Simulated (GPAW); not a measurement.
FeO (Wuestite):

```
Fe O
1.0
     0.00000    2.15540    2.15540
     2.15540    0.00000    2.15540
     2.15540    2.15540    0.00000
Fe O
1 1
Direct
  0.00000 0.00000 0.00000
  0.50000 0.50000 0.50000
```

Alike in all runs: program GPAW 26.7.0; functional PBE; potentials or basis GPAW PAW data sets (gpaw-data 1.2.1); cutoff 800 eV; basis pw; k mesh 11 × 11 × 11; occupations fermi-dirac, width 0.05 eV.

The same cell was started in several ways:

| start | free energy over the lowest (meV/atom) | net moment (μB) | site or absolute moments (μB) | gap |
| --- | --- | --- | --- | --- |
| collinear spin, ferromagnetic start of up to 3.75 μB; fixed moment 3.75 | 28.9 | 3.75 | Fe +3.37; O +0.19 | - |
| collinear spin, ferromagnetic start of up to 3 μB; fixed moment 3 | 169.5 | 3.00 | Fe +2.81; O +0.07 | - |
| collinear spin, ferromagnetic start of up to 0.75 μB; fixed moment 0.75 | 639.8 | 0.75 | Fe +0.71; O +0.02 | - |
| collinear spin, zero start; fixed moment 0 | 702.8 | 0.00 | - | - |
| collinear spin, ferromagnetic start of up to 1.5 μB; fixed moment 1.5 | 525.0 | 1.50 | Fe +1.48; O -0.02 | - |
| collinear spin, ferromagnetic start of up to 2.25 μB; fixed moment 2.25 | 350.0 | 2.25 | Fe +2.17; O +0.01 | - |
| collinear spin, ferromagnetic start of up to 4.5 μB | 0.0 | 4.00 | Fe +3.55; O +0.24 | none (metal or under the smearing width) |

Runs with fixed or held moments lie higher by the price of the constraint. A still lower state may exist.

Caveats: a cell with one magnetic atom can't hold antiferromagnetic order, which such compounds often take (some runs); the total moment is fixed, so each spin has its own Fermi level (some runs); semilocal functionals often make such compounds metallic where correlation or magnetic order opens a gap, which also shifts bond lengths (some runs); the run has no moments, though such compounds are often magnetic (some runs); a magnetic state may lie lower (some runs).
